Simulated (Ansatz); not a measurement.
# ZnSe (Stilleite): single point with PBE

**Experimental background.**

“Alloy Disordering Effects on the Thermal Conductivity and Energy Gap Temperature Dependence of Cd1−xZnxSe Ternary Crystals Grown by the Bridgman Method”, 2023, pmc:10253836 reports, for a bulk crystal of ZnSe at 300 K: band gap 2.695 ± 0.003 eV (an exciton energy, a little under the gap).

ZnSe (Stilleite):

```
CELL_PARAMETERS angstrom
0.00000 2.83380 2.83380
2.83380 0.00000 2.83380
2.83380 2.83380 0.00000
ATOMIC_POSITIONS crystal
Se 0.75000 0.75000 0.75000
Zn 0.00000 0.00000 0.00000
```

```
Program             : Ansatz 0.2.0
Task                : single point
Functional          : PBE
Potentials or basis : all-electron LAPW, scalar-relativistic
Cutoff              : 311 eV (chosen from the basis error)
Basis error allowed : 0.001 eV/atom
k mesh              : 8 × 8 × 8
Occupations         : gaussian, width 0.019 eV
Spin                : no spin polarisation
```

```yaml
Pressure: 2.1 GPa
Band_gap_on_the_k_mesh: 1.29 eV, direct
```

Levels at points of the mesh, in eV from the valence-band top:
| k point | band 20 | band 21 | band 22 | band 23 | band 24 | band 25 |
| --- | --- | --- | --- | --- | --- | --- |
| (0.00, 0.00, 0.00) | 0.00 | 0.00 | 0.00 | 1.29 | 5.81 | 5.81 |
| (0.00, 0.00, -0.50) | -5.22 | -0.87 | -0.87 | 2.55 | 6.39 | 6.39 |
| (0.00, -0.50, -0.50) | -4.75 | -2.18 | -2.18 | 2.99 | 3.47 | 10.73 |

Wall time 12 s on 1 thread of Arm Neoverse V2 (shared host), peak memory 0.29 GiB.

A measured gap of ZnSe is 2.695 eV (an exciton energy, a little under the gap; 300 K; “Alloy Disordering Effects on the Thermal Conductivity and Energy Gap Temperature Dependence of Cd1−xZnxSe Ternary Crystals Grown by the Bridgman Method”, 2023, pmc:10253836); the calculated 1.29 eV misses it by -1.40 eV. So large a miss can be the level of theory's own, or it may mean another phase, state or a wrong row. Spin-orbit coupling on Se is left out. The value is that of PBE, without temperature or zero-point motion. Semilocal functionals fall short of measured gaps as a rule.
